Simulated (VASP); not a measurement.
# Li (Im-3m) in VASP: further runs

The runs below take Li through single point, relaxation of cell and atoms, with PBEsol.

Program: VASP 6.6.1. These are calculated values, not measurements. Logs are shortened: lines on timing, memory, paths and dates and some standing lists are left out, and cuts for length are marked.

## (1) Starting point

The structure is cubic, space group Im-3m (No. 229). Conventional cell: a = 3.433 Å, b = 3.433 Å, c = 3.433 Å, α = 90.00°, β = 90.00°, γ = 90.00°. Around Li (site symmetry m-3m) lie 8 Li at 2.97 Å.

## (2) Single point, PBEsol

File INCAR:

```
PREC = Accurate
ENCUT = 520
EDIFF = 1E-6
ISMEAR = 0
SIGMA = 0.1
LREAL = False
LASPH = True
NELM = 100
ALGO = Normal
ISIF = 2
LWAVE = False
LCHARG = False
GGA = PS
NBANDS = 8
```

File KPOINTS:

```
Automatic mesh
0
Gamma
  18 18 18
```

File POSCAR:

```
Li
1.0
   -1.7166026942      1.7166026942      1.7166026942
    1.7166026942     -1.7166026942      1.7166026942
    1.7166026942      1.7166026942     -1.7166026942
Li
1
Direct
    0.0000000000      0.0000000000      0.0000000000
```

Potentials or basis: VASP PAW PBE potentials, release 64 (Li_sv).

Launch:

```bash
> cat potpaw_PBE.64/Li_sv/POTCAR > POTCAR
> mpirun -np 1 vasp_std > vasp.out
```

OUTCAR:

```text
PREC = Accurate
   ENCUT = 520
   EDIFF = 1E-6
   ISMEAR = 0
   LREAL = False
   LASPH = True
   NELM = 100
   ISIF = 2
   GGA = PS

 ion  position               nearest neighbor table
   1  0.000  0.000  0.000-

  LATTYP: Found a body centered cubic cell.
 ALAT       =     3.4332053884

  Lattice vectors:

 A1 = (  -1.7166026942,   1.7166026942,   1.7166026942)
 A2 = (   1.7166026942,  -1.7166026942,   1.7166026942)
 A3 = (   1.7166026942,   1.7166026942,  -1.7166026942)

Analysis of symmetry for initial positions (statically):
=====================================================================
 Subroutine PRICEL returns:
 Original cell was already a primitive cell.

 Routine SETGRP: Setting up the symmetry group for a
 body centered cubic supercell.

 Subroutine GETGRP returns: Found 48 space group operations
 (whereof 48 operations were pure point group operations)
 out of a pool of 48 trial point group operations.

The static configuration has the point symmetry O_h .

Analysis of symmetry for dynamics (positions and initial velocities):
=====================================================================
 Subroutine PRICEL returns:
 Original cell was already a primitive cell.

 Routine SETGRP: Setting up the symmetry group for a
 body centered cubic supercell.

 Subroutine GETGRP returns: Found 48 space group operations
 (whereof 48 operations were pure point group operations)
 out of a pool of 48 trial point group operations.

The dynamic configuration has the point symmetry O_h .

 Subroutine INISYM returns: Found 48 space group operations
 (whereof 48 operations are pure point group operations),
 and found     1 'primitive' translations

----------------------------------------------------------------------------------------

                                     Primitive cell

  volume of cell :      20.2334

  direct lattice vectors                    reciprocal lattice vectors
    -1.716602694  1.716602694  1.716602694     0.000000000  0.291272990  0.291272990
     1.716602694 -1.716602694  1.716602694     0.291272990  0.000000000  0.291272990
     1.716602694  1.716602694 -1.716602694     0.291272990  0.291272990  0.000000000

  length of vectors
     2.973243083  2.973243083  2.973243083     0.411922213  0.411922213  0.411922213

  position of ions in fractional coordinates (direct lattice)
     0.000000000  0.000000000  0.000000000

  ion indices of the primitive-cell ions
   primitive index   ion index
                 1           1

----------------------------------------------------------------------------------------

 KPOINTS: Automatic mesh

Automatic generation of k-mesh.
 Grid dimensions read from file:
 generate k-points for:   18   18   18

 Generating k-lattice:

  Cartesian coordinates                     Fractional coordinates (reciprocal lattice)
     0.000000000  0.016181833  0.016181833     0.055555556  0.000000000  0.000000000
     0.016181833  0.000000000  0.016181833     0.000000000  0.055555556  0.000000000
     0.016181833  0.016181833  0.000000000     0.000000000  0.000000000  0.055555556

  Length of vectors
     0.022884567  0.022884567  0.022884567

  Shift w.r.t. Gamma in fractional coordinates (k-lattice)
     0.000000000  0.000000000  0.000000000

 Subroutine IBZKPT returns following result:
 ===========================================

 Found    195 irreducible k-points:

 Following reciprocal coordinates:
            Coordinates               Weight
  0.000000  0.000000  0.000000      1.000000
  0.055556  0.000000  0.000000     12.000000
  0.111111  0.000000  0.000000     12.000000
  0.166667  0.000000  0.000000     12.000000
  0.222222  0.000000  0.000000     12.000000
  0.277778  0.000000  0.000000     12.000000
[... 16 lines left out ...]
  0.333333  0.111111  0.000000     48.000000
  0.388889  0.111111  0.000000     48.000000
 [... further k-points ...]
   k-points           NKPTS =    195   k-points in BZ     NKDIM =    195   number of bands    NBANDS=      8
   number of dos      NEDOS =    301   number of ions     NIONS =      1
   total plane-waves  NPLWV =  13824
   dimension x,y,z NGX =    24 NGY =   24 NGZ =   24
   dimension x,y,z NGXF=    48 NGYF=   48 NGZF=   48
   ions per type =               1
   NGX,Y,Z   is equivalent  to a cutoff of  13.42, 13.42, 13.42 a.u.
   NGXF,Y,Z  is equivalent  to a cutoff of  26.84, 26.84, 26.84 a.u.
 SYSTEM =  unknown system
   PREC   = accura    normal or accurate (medium, high low for compatibility)
   ISTART =      0    job   : 0-new  1-cont  2-samecut
   ICHARG =      2    charge: 1-file 2-atom 10-const
   ISPIN  =      1    spin polarized calculation?
   LNONCOLLINEAR =      F non collinear calculations
   LSORBIT =      F    spin-orbit coupling
   LASPH  =      T    aspherical Exc in radial PAW
   ENCUT  =  520.0 eV  38.22 Ry    6.18 a.u.   5.53  5.53  5.53*2*pi/ulx,y,z
   NELM   =    100;   NELMIN=  2; NELMDL= -5     # of ELM steps
   EDIFF  = 0.1E-05   stopping-criterion for ELM
   LREAL  =      F    real-space projection
   EDIFFG = 0.1E-04   stopping-criterion for IOM
   NSW    =      0    number of steps for IOM
   IBRION =     -1    ionic relax: 0-MD 1-quasi-New 2-CG
   NFREE  =      0    steps in history (QN), initial steepest desc. (CG)
   ISIF   =      2    stress and relaxation
   ISYM   =      2    0-nonsym 1-usesym 2-fastsym
   POTIM  = 0.5000    time-step for ionic-motion
   TEBEG  =    0.0;   TEEND  =   0.0 temperature during run
   PSTRESS=    0.0 pullay stress
   NELECT =       3.0000    total number of electrons
   NUPDOWN=      -1.0000    fix difference up-down
   EMIN   =  10.00;   EMAX   =-10.00  energy-range for DOS
   EFERMI =   0.00;   METHOD = LEGACY
   ISMEAR =     0;   SIGMA  =   0.10  broadening in eV -4-tet -1-fermi 0-gaus
   EFERMI_NEDOS =   21; number of points for ismear=-14 and -15
   IALGO  =     38    algorithm
   IMIX   =      4    mixing-type and parameters
     AMIX     =   0.40;   BMIX     =  1.00
     AMIX_MAG =   1.60;   BMIX_MAG =  1.00
  volume/ion in A,a.u.               =      20.23       136.54
  Fermi-wavevector in a.u.,A,eV,Ry     =   0.866481  1.637411 10.215097  0.750788
  Thomas-Fermi vector in A             =   1.984876
   LORBIT       =      0    0 simple, 1 ext, 2 COOP (PROOUT), +10 PAW based schemes
   GGA     = PS    functional components
   LHFCALC =     F    Hartree Fock is set to
   AEXX    =    0.0000 exact exchange contribution
   IVDW    =     0    specifies the selected vdW correction
   LEPSILON=     F    determine dielectric tensor
   LRPA    =     F    only Hartree local field effects (RPA)
 non-spin polarized calculation
 Gauss-broadening in eV      SIGMA  =   0.10
  energy-cutoff  :      520.00
  volume of cell :       20.23
 maximum number of plane-waves:       563
 NGX is ok and might be reduce to    24
   NGX = 11   NGY = 11   NGZ = 11

 number of electron       3.0000001 magnetization

 Free energy of the ion-electron system (eV)
  ---------------------------------------------------
  ext. energy  EPLUGINS =         0.00000000
  ---------------------------------------------------
  free energy    TOTEN  =        -1.96734466 eV

  energy without entropy =       -1.96481438  energy(sigma->0) =       -1.96607952

 E-fermi :   0.6392     XC(G=0):  -7.0220

 val. band max:        0.6111854814   @ k =   0.2778   0.2222   0.0000
 cond. band min:       0.6633853866   @ k =   0.3333   0.1667   0.0000
 fundamental gap:      0.0521999052
 Fermi energy:         0.6391710895

 k-point     1 :       0.0000    0.0000    0.0000
  band No.  band energies     occupation
      1     -45.2777      2.00000
      2      -2.9252      2.00000
      3      15.2810      0.00000
      4      15.2810      0.00000
      5      15.2810      0.00000
      6      20.0112      0.00000
      7      20.0112      0.00000
      8      20.0112      0.00000

 k-point     2 :       0.0556    0.0000    0.0000
  band No.  band energies     occupation
      1     -45.2770      2.00000
      2      -2.8667      2.00000
      3      14.8820      0.00000
      4      14.9731      0.00000
      5      15.1772      0.00000
      6      19.0225      0.00000
      7      19.1842      0.00000
      8      20.3318      0.00000

 k-point     3 :       0.1111    0.0000    0.0000
  band No.  band energies     occupation
      1     -45.2753      2.00000
      2      -2.6916      2.00000
      3      13.6906      0.00000
      4      14.2839      0.00000
      5      14.8784      0.00000
      6      17.9987      0.00000
      7      18.0722      0.00000
      8      19.9101      0.00000

 k-point     4 :       0.1667    0.0000    0.0000
  band No.  band energies     occupation
      1     -45.2726      2.00000
      2      -2.3997      2.00000
      3      12.0131      0.00000
      4      13.5099      0.00000
      5      14.4370      0.00000
      6      17.0726      0.00000
      7      17.5411      0.00000
      8      19.8539      0.00000

 k-point     5 :       0.2222    0.0000    0.0000
  band No.  band energies     occupation
      1     -45.2691      2.00000
      2      -1.9910      2.00000
      3      10.2233      0.00000
      4      12.7861      0.00000
      5      13.9384      0.00000
      6      16.2182      0.00000
      7      17.3869      0.00000
      8      20.1059      0.00000

 k-point     6 :       0.2778    0.0000    0.0000
  band No.  band energies     occupation
      1     -45.2655      2.00000
      2      -1.4687      2.00000
      3       8.4931      0.00000
      4      12.1651      0.00000
      5      13.4600      0.00000
      6      15.5162      0.00000
      7      17.3961      0.00000
      8      20.5986      0.00000

 k-point     7 :       0.3333    0.0000    0.0000
  band No.  band energies     occupation
      1     -45.2621      2.00000
      2      -0.8423      2.00000
      3       6.8965      0.00000
      4      11.6696      0.00000
      5      13.0531      0.00000
      6      14.9690      0.00000
      7      17.4998      0.00000
      8      21.2750      0.00000

 k-point     8 :       0.3889    0.0000    0.0000
  band No.  band energies     occupation
      1     -45.2593      2.00000
      2      -0.1406      2.00000
      3       5.4903      0.00000
      4      11.3107      0.00000
      5      12.7474      0.00000
      6      14.5778      0.00000
      7      17.6431      0.00000
      8      22.0733      0.00000

 k-point     9 :       0.4444    0.0000    0.0000
  band No.  band energies     occupation
      1     -45.2575      2.00000
      2       0.5375      1.84935
      3       4.3853      0.00000
      4      11.0936      0.00000
      5      12.5587      0.00000
      6      14.3429      0.00000
      7      17.7651      0.00000
      8      22.8623      0.00000

 k-point    10 :       0.5000    0.0000    0.0000
  band No.  band energies     occupation
      1     -45.2569      2.00000
      2       0.8754      0.00083
      3       3.9043      0.00000
      4      11.0210      0.00000
      5      12.4950      0.00000
      6      14.2645      0.00000
      7      17.8124      0.00000
      8      23.2595      0.00000
[... 78 lines left out ...]
 k-point    18 :       0.4444    0.0556   -0.0000
  band No.  band energies     occupation
      1     -45.2569      2.00000
      2       0.8380      0.00493
      3       4.0447      0.00000
      4      10.7670      0.00000
      5      11.9437      0.00000
      6      15.1285      0.00000
      7      17.9189      0.00000
      8      23.1381      0.00000

 k-point    19 :       0.1111    0.1111    0.0000
  band No.  band energies     occupation
      1     -45.2710      2.00000
      2      -2.2238      2.00000
      3      11.8850      0.00000
      4      12.2750      0.00000
      5      13.7159      0.00000
      6      17.4495      0.00000
      7      17.7620      0.00000
      8      20.0136      0.00000

 k-point    20 :       0.1667    0.1111    0.0000
  band No.  band energies     occupation
      1     -45.2678      2.00000
      2      -1.8141      2.00000
      3      10.2378      0.00000
      4      11.4860      0.00000
      5      13.1150      0.00000
      6      17.3661      0.00000
      7      17.6434      0.00000
      8      20.3016      0.00000

 k-point    21 :       0.2222    0.1111    0.0000
  band No.  band energies     occupation
      1     -45.2644      2.00000
      2      -1.2897      2.00000
      3       8.5409      0.00000
      4      10.8816      0.00000
      5      12.5793      0.00000
      6      17.1824      0.00000
      7      17.6291      0.00000
      8      20.7446      0.00000

 k-point    22 :       0.2778    0.1111    0.0000
  band No.  band energies     occupation
      1     -45.2612      2.00000
      2      -0.6584      2.00000
      3       6.9571      0.00000
      4      10.4068      0.00000
      5      12.1391      0.00000
      6      16.8840      0.00000
      7      17.8105      0.00000
      8      21.3188      0.00000

 k-point    23 :       0.3333    0.1111    0.0000
  band No.  band energies     occupation
      1     -45.2586      2.00000
      2       0.0530      2.00000
      3       5.5505      0.00000
      4      10.0640      0.00000
      5      11.8142      0.00000
      6      16.6247      0.00000
      7      18.0534      0.00000
      8      21.9822      0.00000

 k-point    24 :       0.3889    0.1111    0.0000
  band No.  band energies     occupation
      1     -45.2569      2.00000
      2       0.7511      0.11342
      3       4.4305      0.00000
      4       9.8568      0.00000
      5      11.6156      0.00000
      6      16.4561      0.00000
      7      18.2624      0.00000
      8      22.6885      0.00000

 [... further k-points ...]

------------------------ aborting loop because EDIFF is reached ----------------------------------------

  FORCE on cell =-STRESS in cart. coord.  units (eV):
  Direction    XX          YY          ZZ          XY          YZ          ZX
  --------------------------------------------------------------------------------------
  -------------------------------------------------------------------------------------
  Total       -0.0118029     -0.0118029     -0.0118029      0.0000000      0.0000000     -0.0000000
  in kB       -0.9346071     -0.9346071     -0.9346071      0.0000000      0.0000000     -0.0000000
  external PRESSURE =      -0.9346071 kB  Pullay stress =       0.0000000 kB

 VOLUME and BASIS-vectors are now :
 -----------------------------------------------------------------------------
  energy-cutoff  :      520.00
  volume of cell :       20.23
      direct lattice vectors                 reciprocal lattice vectors
    -1.716602694  1.716602694  1.716602694     0.000000000  0.291272990  0.291272990
     1.716602694 -1.716602694  1.716602694     0.291272990  0.000000000  0.291272990
     1.716602694  1.716602694 -1.716602694     0.291272990  0.291272990  0.000000000

 POSITION                                       TOTAL-FORCE (eV/Angst)
 -----------------------------------------------------------------------------------
      0.00000      0.00000      0.00000         0.000000     -0.000000     -0.000000
 -----------------------------------------------------------------------------------
    total drift:                                0.000000      0.000000     -0.000000

  FREE ENERGIE OF THE ION-ELECTRON SYSTEM (eV)
  ---------------------------------------------------
  free  energy   TOTEN  =        -1.9673446582 eV

  energy  without entropy=       -1.9648143777  energy(sigma->0) =       -1.96607952
```

It took 17 s on 1 thread of Intel Xeon Platinum 8488C (Sapphire Rapids), shared host; peak memory 0.14 GiB.

What came out:

```yaml
Free_energy: -1.9673 eV
Band_gap_on_the_k_mesh: none (metal or under the smearing width)
```

Caveat: the cutoff is under 1.25 times the usual one of these potentials, so pressure, stress and relaxed cells hold a basis-set (Pulay) error; the PAW data sets were made with another functional, which shifts forces and pressure a little.

## (3) Relaxation of cell and atoms, PBEsol

This run uses another cell than the first one, of 20.34 Å³/atom, 1.005 times its volume.

File INCAR:

```
SYSTEM = Li
PREC = Accurate ; ENCUT = 600
EDIFF = 1E-6 ; ISMEAR = 0
SIGMA = 0.1 ; LREAL = .FALSE.
LASPH = .TRUE. ; NELM = 100
ALGO = Normal ; ISIF = 3
LWAVE = .FALSE. ; LCHARG = .FALSE.
GGA = PS ; IBRION = 2
NSW = 100 ; EDIFFG = -0.002
```

File KPOINTS:

```
regular mesh
0
G
  18 18 18
  0 0 0
```

File POSCAR:

```
Li
1.0
   -1.7196562300      1.7196562300      1.7196562300
    1.7196562300     -1.7196562300      1.7196562300
    1.7196562300      1.7196562300     -1.7196562300
Li
1
Direct
    0.0000000000      0.0000000000      0.0000000000
```

Potentials or basis: VASP PAW PBE potentials, release 64 (Li_sv).

Launch:

```bash
> cat potpaw_PBE.64/Li_sv/POTCAR > POTCAR
> mpirun -np 1 vasp_std > vasp.out
```

Run time: 28 s. Hardware: 1 thread of Intel Xeon Platinum 8488C (Sapphire Rapids), shared host; peak memory 0.14 GiB.

Results (log left out):

| Property | Result |
| --- | --- |
| Free energy | -1.9680 eV |
| Relaxed volume | 20.04 Å³/atom |
| Relaxed cell | a = 2.964 Å, b = 2.964 Å, c = 2.964 Å, α = 109.47°, β = 109.47°, γ = 109.47° |
| Space group after relaxing (to 0.05 Å) | Im-3m (No. 229) |
| Energy gained by relaxing | 0.2 meV/atom |
| Ionic steps | 4 |
| Pressure after relaxing | 0.0 GPa |
| Band gap on the k mesh | none (metal or under the smearing width) |

Step by step:
| step | energy change (eV) | largest force (eV/Å) | pressure (GPa) | volume (Å³) |
| --- | --- | --- | --- | --- |
| 1 | 0.0000 | 0.0000 | -0.18 | 20.34 |
| 2 | -0.0001 | 0.0000 | -0.15 | 20.27 |
| 3 | -0.0002 | 0.0000 | -0.02 | 20.07 |
| 4 | -0.0002 | 0.0000 | 0.00 | 20.04 |

Final structure:
```
Li
1.0
    -1.71117    1.71117    1.71117
     1.71117   -1.71117    1.71117
     1.71117    1.71117   -1.71117
Li
1
Direct
  0.00000 0.00000 0.00000
```

Levels at points of the mesh, in eV from the Fermi level:
| k point | band 1 | band 2 | band 3 | band 4 |
| --- | --- | --- | --- | --- |
| (0.00, 0.00, 0.00) | -45.90 | -3.58 | 14.74 | 14.74 |
| (0.50, 0.00, 0.00) | -45.87 | 0.23 | 3.30 | 10.45 |
| (0.50, 0.50, 0.50) | -45.86 | 5.56 | 5.56 | 5.56 |

Caveat: the cutoff is under 1.25 times the usual one of these potentials, so pressure, stress and relaxed cells hold a basis-set (Pulay) error; the PAW data sets were made with another functional, which shifts forces and pressure a little.
